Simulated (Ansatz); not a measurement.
# RbBr: sound and stiffness along [100], [110] and [111]

These are results of Ansatz, DFT LDA, scalar-relativistic, plane waves, PAW, not measurements. Settings: 420 eV plane-wave cutoff, Γ-centred 6×6×6 mesh, fixed occupations. No spin polarisation.

Equilibrium structure at this level:
Space group Pm-3m (No. 221). a = 3.968 Å, b = 3.968 Å, c = 3.968 Å, α = 90.00°, β = 90.00°, γ = 90.00°
| atom | site | symmetry | x | y | z |
| --- | --- | --- | --- | --- | --- |
| Rb | 1a | m-3m | 0.0000 | 0.0000 | 0.0000 |
| Br | 1b | m-3m | 0.5000 | 0.5000 | 0.5000 |

With ions relaxed, on the cubic axes: C11 = 44.5, C12 = 11.7, C44 = 11.1 GPa. The density is 4.397 g/cm³.

Task: Is the crystal stable against strain, and how anisotropic is it?

Result: Born's conditions hold: C11 + 2C12 = 67.8, C11 − C12 = 32.8 and C44 = 11.1 GPa are all positive. B = (C11 + 2C12)/3 = 22.6 GPa. The two shear moduli are C44 and C′ = (C11 − C12)/2 = 16.4 GPa, so Zener's ratio is A = C44/C′ = 0.67: the shear C44 is the soft one, as in NaCl, KCl, the halide perovskites and the bcc metals V, Nb, Cr and Mo. The Cauchy pressure C12 − C44 is 0.6 GPa; it would vanish for pair forces between atoms on inversion centres at zero pressure, and here it is small.

Task: Give the sound speeds along the three symmetry directions.

Result: The Christoffel equation gives ρv² for each branch:
| direction | branch | ρv² | GPa | v (m/s) |
| --- | --- | --- | --- | --- |
| [100] | L | C11 | 44.5 | 3181 |
| [100] | T (×2) | C44 | 11.1 | 1586 |
| [110] | L | (C11 + C12 + 2C44)/2 | 39.1 | 2984 |
| [110] | T, u ∥ [001] | C44 | 11.1 | 1586 |
| [110] | T, u ∥ [1-10] | (C11 − C12)/2 | 16.4 | 1932 |
| [111] | L | (C11 + 2C12 + 4C44)/3 | 37.4 | 2915 |
| [111] | T (×2) | (C11 − C12 + C44)/3 | 14.6 | 1824 |

Task: How does Young's modulus depend on direction?

Result: Inverting gives S11 = 25.220, S12 = -5.240, S44 = 90.416 TPa⁻¹. Along a unit vector (l, m, n), 1/E = S11 − 2(S11 − S12 − S44/2)(l²m² + m²n² + n²l²), where the last bracket is 0, 1/4 and 1/3 for [100], [110] and [111]: E = 40, 31 and 29 GPa. With A < 1 the cube edge is stiffest. For a film on (001), the biaxial modulus is C11 + C12 − 2C12²/C11 = 50 GPa and the normal strain is −2C12/C11 = -0.52 times the in-plane one.

This CsCl-type form isn't the usual stable structure of the compound.